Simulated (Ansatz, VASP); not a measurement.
## One calculation of Ge3Se2, two programs

```
Ge Se
1.0
     3.75532    2.16813    5.97297
    -3.75532    2.16813    5.97297
     0.00000   -4.33627    5.97297
Ge Se
6 4
Direct
  0.98929 0.51071 0.75000
  0.75000 0.98929 0.51071
  0.51071 0.75000 0.98929
  0.01071 0.48929 0.25000
  0.25000 0.01071 0.48929
  0.48929 0.25000 0.01071
  0.85551 0.85551 0.85551
  0.64449 0.64449 0.64449
  0.14449 0.14449 0.14449
  0.35551 0.35551 0.35551
```

Alike in both runs: functional PBE; k mesh 3 × 3 × 3; occupations gaussian, width 0.1 eV; no spin polarisation.

Ansatz relaxed the structure, and its values are those at the end. VASP's run is a single point on that final structure, the one shown.

|  | VASP | Ansatz |
| --- | --- | --- |
| version | VASP 6.6.1 | Ansatz 0.2.0 |
| potentials or method | VASP PAW PBE potentials, release 64 (Ge_d, Se) | scalar-relativistic, plane waves, PAW |
| plane-wave cutoff (eV) | 520 | 420 |
| valence electrons in the cell | 108 | 148 |

|  | VASP | Ansatz | Ansatz less VASP |
| --- | --- | --- | --- |
| gap on the k mesh at the Fermi level (eV) | none | none | - |
| pressure (GPa) | 0.1 | 0.1 | -0.04 |
| rms of the force components (eV/Å) | 0.024 | 0.013 | -0.0109 |

A gap of «none» marks a metal or a gap that the smearing closes. The two sets of potentials don't hold the same shells in valence.
